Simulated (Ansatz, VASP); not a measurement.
AlNi in VASP and in Ansatz

```
CELL_PARAMETERS angstrom
0.00000 2.42943 2.42943
2.42943 0.00000 2.42943
2.42943 2.42943 0.00000
ATOMIC_POSITIONS crystal
Ni 0.00000 0.00000 0.00000
Al 0.50000 0.50000 0.50000
```

Alike in both runs: functional PBE; k mesh 15 × 15 × 15; occupations fermi-dirac, width 0.1 eV; no spin polarisation.

Ansatz relaxed the structure, and its values are those at the end. VASP's run is a single point on that final structure, the one shown.

```csv
,VASP,Ansatz
version,VASP 6.6.1,Ansatz 0.2.0
potentials or method,"VASP PAW PBE potentials, release 64 (Ni, Al)","PAW with Ansatz's default frozen-core files, scalar-relativistic"
plane-wave cutoff (eV),520,420
valence electrons in the cell,13,21
```

|  | VASP | Ansatz | Ansatz less VASP |
| --- | --- | --- | --- |
| pressure (GPa) | 0.0 | 0.0 | 0.00 |

The two sets of potentials don't hold the same shells in valence.

Spin polarisation is off, so any magnetic state and its effect on volume and gap are missing.
